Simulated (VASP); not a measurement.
Input of a VASP 6.6.1 run:

File INCAR:

```
SYSTEM = N
PREC     = Accurate       ! precision mode
ENCUT    = 520            ! plane-wave cutoff, eV
EDIFF    = 1E-7           ! SCF threshold, eV
ISMEAR   = -1             ! smearing method
SIGMA    = 0.05           ! smearing width, eV
LREAL    = .FALSE.        ! projectors in reciprocal space
LASPH    = .TRUE.         ! aspherical terms in the spheres
NELM     = 80             ! most SCF steps
ALGO     = Normal         ! electronic algorithm
ISIF     = 2              ! what is computed and relaxed
LWAVE    = .FALSE.        ! write WAVECAR
LCHARG   = .TRUE.         ! write CHGCAR
GGA      = PE             ! functional
LELF     = .TRUE.         ! ELF
LVHAR    = .TRUE.       
NBANDS   = 18             ! bands
```

File KPOINTS:

```
Automatic mesh
0
G
  7 7 5
  0 0 0
```

The input POSCAR:

```
N
1.0
    4.0840619700      0.0000000000      0.0000000000
    0.0000000000      4.0840619700      0.0000000000
    0.0000000000      0.0000000000      5.3459132500
N
4
Direct
    0.4186350000      0.5960350000      0.5021780000
    0.0934400000      0.0919120000     -0.0068820000
    0.6039110000      0.3949580000      0.4978530000
    0.9113490000      0.9019790000     -0.0053480000
```

Potentials or basis: VASP PAW PBE potentials, release 64 (N).

The run is started by

```bash
$ cat potpaw_PBE.64/N/POTCAR > POTCAR
$ mpirun -np 1 vasp_std > vasp.out
```

(1) What does it give for the largest force?

(2) Estimate the band gap on the k mesh.

Answers

(1) 6.678 eV/Å.

(2) 6.96 eV, indirect (least direct gap 7.14 eV).

Caveat: the standard files for N, O and F lose accuracy on very short bonds; an odd mesh through Γ misses points on the zone boundary, where band edges often lie.
